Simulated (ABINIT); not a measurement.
# InAs (F-43m) in ABINIT: a series of runs, part 2 of 2

ABINIT 10.8.3 (patched build). The steps go on from the part before.

## 4. Band structure, PBEsol

Input file run.abi:

```
# Datasets: ground state, then fixed potential
ndtset 2

# Pseudopotentials
pp_dirpath "./"
pseudos "In.GGA_PBE-JTH.xml, As.GGA_PBE-JTH.xml"

# Structure
acell 3*1.0 Angstrom
rprim
     0.0000000000     3.0180000000     3.0180000000
     3.0180000000     0.0000000000     3.0180000000
     3.0180000000     3.0180000000     0.0000000000
ntypat 2
znucl 49 33
natom 2
typat 1 2
xred
     0.0000000000     0.0000000000     0.0000000000
     0.7500000000     0.7500000000     0.7500000000

# Plane-wave basis
ecut 17.0
pawecutdg 34.0

# Exchange and correlation
ixc -116133

# Bands and occupations
occopt 3
tsmear 0.00183747

# SCF cycle
nstep 100

# Output
iomode 3
prtwf 0
prteig 0
prtebands 0
enunit 1
prtden1 1

# Dataset 1
kptopt1 1
ngkpt1 8 8 8
nshiftk1 1
shiftk1 0.0 0.0 0.0
nband1 18
tolvrs1 1.0e-9

# Dataset 2: bands along G-X-W-K-G-L-U-W-L-K
iscf2 -2
getden2 1
nband2 22
nbdbuf2 2
tolwfr2 1.0e-12
kptopt2 -9
ndivsm2 6
prteig2 1
prtvol2 -3
kptbounds2
     0.0000000000     0.0000000000     0.0000000000
     0.5000000000     0.0000000000     0.5000000000
     0.5000000000     0.2500000000     0.7500000000
     0.3750000000     0.3750000000     0.7500000000
     0.0000000000     0.0000000000     0.0000000000
     0.5000000000     0.5000000000     0.5000000000
     0.6250000000     0.2500000000     0.6250000000
     0.5000000000     0.2500000000     0.7500000000
     0.5000000000     0.5000000000     0.5000000000
     0.3750000000     0.3750000000     0.7500000000
```

Potentials or basis: JTH PAW PBE v2.0.

On the command line:

```
$ abinit run.abi > log 2>&1
```

run.abo:

```text
.Version 10.8.3 of ABINIT
 DATASET    1 : space group F-4 3 m (#216); Bravais cF (face-center cubic)
================================================================================
 Values of the parameters that define the memory need for DATASET  1.
     intxc =       0    ionmov =       0      iscf =      17    lmnmax =      18
     lnmax =       6     mgfft =      30  mpssoang =       3    mqgrid =    3001
     natom =       2  nloc_mem =       2    nspden =       1   nspinor =       1
    nsppol =       1      nsym =      24    n1xccc =       1    ntypat =       2
    occopt =       3   xclevel =       2
       mpw =        1254          nfft =       27000          nkpt =          29
 PAW method is used; the additional fine FFT grid is defined by:
   mgfftf=        45    nfftf =     91125
================================================================================
================================================================================

 DATASET    2 : space group F-4 3 m (#216); Bravais cF (face-center cubic)
================================================================================
 Values of the parameters that define the memory need for DATASET  2.
     intxc =       0    ionmov =       0      iscf =      -2    lmnmax =      18
     lnmax =       6     mgfft =      30  mpssoang =       3    mqgrid =    3001
     natom =       2  nloc_mem =       2    nspden =       1   nspinor =       1
    nsppol =       1      nsym =      24    n1xccc =       1    ntypat =       2
    occopt =       3   xclevel =       2
       mpw =        1266          nfft =       27000          nkpt =         103
 PAW method is used; the additional fine FFT grid is defined by:
   mgfftf=        45    nfftf =     91125
================================================================================
================================================================================

--------------------------------------------------------------------------------
------------- Echo of variables that govern the present computation ------------
--------------------------------------------------------------------------------
 -outvars: echo values of preprocessed input variables --------
[... 1163 lines left out ...]
 -30.96446  -30.96446  -30.96446  -30.95746  -30.95746  -10.33558  -10.33558  -10.33558
 -10.20684  -10.20684   -7.93723    3.72199    4.00280    4.00280    4.00280    7.85947
   7.85947    7.85947   11.33975   13.73834   13.73834   14.35362
 kpt#   2, nband= 22, wtk=  1.00000, kpt=  0.0294  0.0000  0.0294 (reduced coord)
 -30.96446  -30.96445  -30.96445  -30.95746  -30.95745  -10.33773  -10.33488  -10.33488
 -10.20710  -10.20665   -7.92480    3.39815    3.96593    3.96593    4.32704    7.80612
   7.90909    7.90909   11.42054   13.37946   13.74786   14.38134
 kpt#   3, nband= 22, wtk=  1.00000, kpt=  0.0588  0.0000  0.0588 (reduced coord)
 -30.96447  -30.96443  -30.96443  -30.95746  -30.95744  -10.34402  -10.33283  -10.33283
 -10.20787  -10.20608   -7.88773    2.96897    3.86135    3.86135    4.75606    7.66023
   8.05191    8.05191   11.64554   12.82259   13.77636   14.46439
 kpt#   4, nband= 22, wtk=  1.00000, kpt=  0.0882  0.0000  0.0882 (reduced coord)
 -30.96449  -30.96441  -30.96441  -30.95747  -30.95742  -10.35405  -10.32972  -10.32972
 -10.20944  -10.20516   -7.82662    2.53690    3.70388    3.70388    5.18295    7.45281
   8.27302    8.27302   11.93752   12.31850   13.82377   14.60279
 kpt#   5, nband= 22, wtk=  1.00000, kpt=  0.1176  0.0000  0.1176 (reduced coord)
[... 381 lines left out ...]
 -10.21781  -10.19789   -6.06566   -1.68615    0.84123    2.31798    6.26487    8.72566
  10.38591   10.38693   12.14672   13.78096   15.52249   17.05499
 kpt# 101, nband= 22, wtk=  1.00000, kpt=  0.4000  0.4000  0.7000 (reduced coord)
 -30.96458  -30.96416  -30.96401  -30.95743  -30.95716  -10.49830  -10.28204  -10.26912
 -10.22148  -10.19693   -5.99146   -1.70252    0.68981    2.20031    6.18469    8.73752
  10.51958   10.77093   11.90913   13.74931   16.18982   17.32472
 kpt# 102, nband= 22, wtk=  1.00000, kpt=  0.3875  0.3875  0.7250 (reduced coord)
 -30.96463  -30.96412  -30.96399  -30.95746  -30.95714  -10.50351  -10.27814  -10.26490
 -10.22497  -10.19586   -5.93221   -1.73693    0.63217    2.09789    6.09842    8.53035
  10.89939   11.11810   11.71594   13.80769   16.68202   17.66774
 kpt# 103, nband= 22, wtk=  1.00000, kpt=  0.3750  0.3750  0.7500 (reduced coord)
 -30.96468  -30.96408  -30.96397  -30.95748  -30.95711  -10.50770  -10.27475  -10.26192
 -10.22801  -10.19424   -5.89804   -1.77144    0.66052    2.01461    6.02341    8.22321
  11.24346   11.39292   11.71618   13.98403   16.78868   18.06833

== END DATASET(S) ==============================================================
================================================================================

 -outvars: echo values of variables after computation  --------
            acell      1.8897261259E+00  1.8897261259E+00  1.8897261259E+00 Bohr
           etotal1    -1.7189593111E+02
            fcart1    -0.0000000000E+00 -0.0000000000E+00 -0.0000000000E+00
                      -0.0000000000E+00 -0.0000000000E+00 -0.0000000000E+00
            rprim      0.0000000000E+00  3.0180000000E+00  3.0180000000E+00
                       3.0180000000E+00  0.0000000000E+00  3.0180000000E+00
                       3.0180000000E+00  3.0180000000E+00  0.0000000000E+00
           strten1    -2.8220526466E-05 -2.8220526466E-05 -2.8220526466E-05
                       0.0000000000E+00  0.0000000000E+00  0.0000000000E+00
           xangst      0.0000000000E+00  0.0000000000E+00  0.0000000000E+00
                       4.5270000000E+00  4.5270000000E+00  4.5270000000E+00
             xred      0.0000000000E+00  0.0000000000E+00  0.0000000000E+00
                       7.5000000000E-01  7.5000000000E-01  7.5000000000E-01
 Calculation completed.
```

Run time: 86 s. Hardware: 1 thread of Arm Neoverse V1, shared host; peak memory 0.14 GiB.

What came out:

```yaml
Free_energy: -4677.5266 eV
Band_gap_on_the_k_mesh: none (metal or under the smearing width)
Valence_electrons_inside_the_program's_atomic_spheres: In 11.23; As 12.69
```

Levels at the corners of the path, in eV from the Fermi level:
```
point  band 11  band 12  band 13  band 14  band 15  band 16  band 17  band 18
    Γ   -11.99    -0.33    -0.05    -0.05    -0.05     3.81     3.81     3.81
    X    -9.93    -5.96    -2.42    -2.42     1.39     1.94     9.06     9.20
    W    -9.88    -5.81    -3.06    -2.98     4.14     4.17     4.89     5.94
    K    -9.95    -5.82    -3.39    -2.03     1.97     4.17     7.19     7.34
    Γ   -11.99    -0.33    -0.05    -0.05    -0.05     3.81     3.81     3.81
    L   -10.48    -5.89    -1.06    -1.06     0.83     4.58     4.58     6.68
    U    -9.95    -5.82    -3.39    -2.03     1.97     4.17     7.19     7.34
    W    -9.88    -5.81    -3.06    -2.98     4.14     4.17     4.89     5.94
    L   -10.48    -5.89    -1.06    -1.06     0.83     4.58     4.58     6.68
    K    -9.95    -5.82    -3.39    -2.03     1.97     4.17     7.19     7.34
```

Caveat: the cutoff is too short for stress, so the log's stress isn't used; the PAW data sets were made with another functional, which shifts forces and pressure a little; spin-orbit coupling is left out, which moves the levels of the heavy elements; this crystal is a semiconductor, whose small gap the functional closes, so the metal is an error of the method.

## 5. Equation of state, LDA-PZ

Input file run.abi:

```
ndtset 7
getwfk -1
scalecart1 3*0.9795861087
scalecart2 3*0.9864848297
scalecart3 3*0.9932883884
scalecart4 3*1.0000000000
scalecart5 3*1.0066227096
scalecart6 3*1.0131594038
scalecart7 3*1.0196128224

pp_dirpath "./"
pseudos "In.LDA_PW-JTH.xml, As.LDA_PW-JTH.xml"

acell 8.0655335175 8.0655335175 8.0655335175
rprim
     0.0000000000     0.7071067812     0.7071067812
     0.7071067812     0.0000000000     0.7071067812
     0.7071067812     0.7071067812     0.0000000000
ntypat 2
znucl 49 33
natom 2
typat 1 2
xred
     0.0000000000     0.0000000000     0.0000000000
     0.7500000000     0.7500000000     0.7500000000

ecut 462.593566 eV
pawecutdg 34.0

kptopt 1
ngkpt 8 8 8
nshiftk 1
shiftk 0.0 0.0 0.0

ixc 2

nband 18
occopt 3
tsmear 0.05 eV

nstep 100
tolvrs 1.0e-9

iomode 3
prtwf 1
prtden 0
prteig 0
prtebands 0
```

Potentials or basis: JTH PAW LDA v2.0.

On the command line:

```
$ abinit run.abi > log 2>&1
```

run.abo:

```text
.Version 10.8.3 of ABINIT
 DATASET    1 : space group F-4 3 m (#216); Bravais cF (face-center cubic)
================================================================================
 Values of the parameters that define the memory need for DATASET  1.
     intxc =       0    ionmov =       0      iscf =      17    lmnmax =      18
     lnmax =       6     mgfft =      30  mpssoang =       3    mqgrid =    3001
     natom =       2  nloc_mem =       2    nspden =       1   nspinor =       1
    nsppol =       1      nsym =      24    n1xccc =       1    ntypat =       2
    occopt =       3   xclevel =       1
       mpw =        1185          nfft =       27000          nkpt =          29
 PAW method is used; the additional fine FFT grid is defined by:
   mgfftf=        45    nfftf =     91125
================================================================================
================================================================================
[... 71 lines left out ...]
 DATASET    7 : space group F-4 3 m (#216); Bravais cF (face-center cubic)
================================================================================
 Values of the parameters that define the memory need for DATASET  7.
     intxc =       0    ionmov =       0      iscf =      17    lmnmax =      18
     lnmax =       6     mgfft =      32  mpssoang =       3    mqgrid =    3001
     natom =       2  nloc_mem =       2    nspden =       1   nspinor =       1
    nsppol =       1      nsym =      24    n1xccc =       1    ntypat =       2
    occopt =       3   xclevel =       1
       mpw =        1331          nfft =       32768          nkpt =          29
 PAW method is used; the additional fine FFT grid is defined by:
[... 1432 lines left out ...]
            acell      8.0655335175E+00  8.0655335175E+00  8.0655335175E+00 Bohr
           etotal1    -1.7231686972E+02
           etotal2    -1.7231766436E+02
           etotal3    -1.7231809805E+02
           etotal4    -1.7231819475E+02
           etotal5    -1.7231799964E+02
           etotal6    -1.7231753223E+02
           etotal7    -1.7231683792E+02
            fcart1     6.0246029232E-30 -6.0246029232E-30  6.0246029232E-30
                      -6.0246029232E-30  6.0246029232E-30 -6.0246029232E-30
            fcart2    -0.0000000000E+00 -0.0000000000E+00 -0.0000000000E+00
                      -0.0000000000E+00 -0.0000000000E+00 -0.0000000000E+00
            fcart3     3.7134339602E-31  3.7134339602E-31 -1.1140301881E-30
                      -3.7134339602E-31 -3.7134339602E-31  1.1140301881E-30
            fcart4    -1.8442554169E-31 -2.1795924340E-48  1.8442554169E-31
                       1.8442554169E-31  2.1795924340E-48 -1.8442554169E-31
            fcart5    -1.8321218062E-31 -1.8321218062E-31  5.4963654186E-31
                       1.8321218062E-31  1.8321218062E-31 -5.4963654186E-31
[... 38 lines left out ...]
                       0.0000000000E+00  0.0000000000E+00  0.0000000000E+00
           xangst1     0.0000000000E+00  0.0000000000E+00  0.0000000000E+00
                       4.4345863112E+00  4.4345863112E+00  4.4345863112E+00
           xangst2     0.0000000000E+00  0.0000000000E+00  0.0000000000E+00
                       4.4658168211E+00  4.4658168211E+00  4.4658168211E+00
           xangst3     0.0000000000E+00  0.0000000000E+00  0.0000000000E+00
                       4.4966165313E+00  4.4966165313E+00  4.4966165313E+00
           xangst4     0.0000000000E+00  0.0000000000E+00  0.0000000000E+00
                       4.5269999970E+00  4.5269999970E+00  4.5269999970E+00
           xangst5     0.0000000000E+00  0.0000000000E+00  0.0000000000E+00
                       4.5569810033E+00  4.5569810033E+00  4.5569810033E+00
           xangst6     0.0000000000E+00  0.0000000000E+00  0.0000000000E+00
                       4.5865726180E+00  4.5865726180E+00  4.5865726180E+00
           xangst7     0.0000000000E+00  0.0000000000E+00  0.0000000000E+00
                       4.6157872440E+00  4.6157872440E+00  4.6157872440E+00
             xred      0.0000000000E+00  0.0000000000E+00  0.0000000000E+00
                       7.5000000000E-01  7.5000000000E-01  7.5000000000E-01
 Calculation completed.
```

Wall time 2 min (1 thread of Arm Neoverse V1, shared host); peak memory 0.13 GiB.

What came out:

```
Equilibrium volume                      : 27.39 Å³/atom
Bulk modulus                            : 60 GPa
Pressure derivative of the bulk modulus : 4.5 (rough: it moves with the points fitted)
```

Energy against volume, from the lowest point:
| volume (Å³/atom) | energy (meV/atom) |
| --- | --- |
| 25.840 | 18.03 |
| 26.389 | 7.22 |
| 26.939 | 1.32 |
| 27.489 | 0.00 |
| 28.039 | 2.65 |
| 28.588 | 9.01 |
| 29.138 | 18.46 |

Caveat: the cutoff is too short for stress, so the log's stress isn't used; pressures at fixed basis lie under the slope of the energies.

## 6. Overview

| task | level | potentials or basis | spin | cutoff (eV) | fine-grid cutoff | gap on the mesh (eV) |
| --- | --- | --- | --- | --- | --- | --- |
| band structure | PBE | JTH PAW PBE v2.0 sp | SOC, no magnetisation | 408 | 816.342 eV | none |
| band structure | LDA | JTH PAW LDA v2.0 | off | 463 | 925.187 eV | none |
| band structure | PBEsol | JTH PAW PBE v2.0 | off | 463 | 925.187 eV | none |
| equation of state | LDA-PZ | JTH PAW LDA v2.0 | off | 463 | 925.187 eV | - |

Alike in all rows: cell as given; k mesh 8 × 8 × 8; smearing fermi-dirac 0.05 eV.

Caveats: this crystal is a semiconductor, whose small gap the functional closes, so the metal is an error of the method (some runs); spin-orbit coupling is left out, which moves the levels of the heavy elements (some runs); this set keeps more shells in the core, which shifts pressures and gaps (some runs); the atomic spheres overlap (some runs); the PAW data sets were made with another functional, which shifts forces and pressure a little (some runs); pressures at fixed basis lie under the slope of the energies (some runs).

Absolute energies hang on the potentials; compare differences alone.

## 7. Against experiment

Step 2. Against the measured gap of InAs, 0.418 eV (direct; 4.2 K; a printed reference work, data compilation), the calculated 0.00 eV is off by -0.42 eV. The value is that of PBE on a finite k mesh, which can miss the band edges, without temperature or zero-point motion. Semilocal functionals fall short of measured gaps as a rule.

Step 3. Against the measured gap of InAs, 0.418 eV (direct; 4.2 K; a printed reference work, data compilation), the calculated 0.00 eV is off by -0.42 eV. Spin-orbit coupling on As, In is left out. The value is that of LDA on a finite k mesh, which can miss the band edges, without temperature or zero-point motion. Semilocal functionals fall short of measured gaps as a rule.

Step 4. Measured gap of InAs: 0.418 eV (direct; 4.2 K; a printed reference work, data compilation). This calculation gives 0.00 eV (-0.42 eV). Spin-orbit coupling on As, In is left out. The value is that of PBEsol on a finite k mesh, which can miss the band edges, without temperature or zero-point motion. Semilocal functionals fall short of measured gaps as a rule.
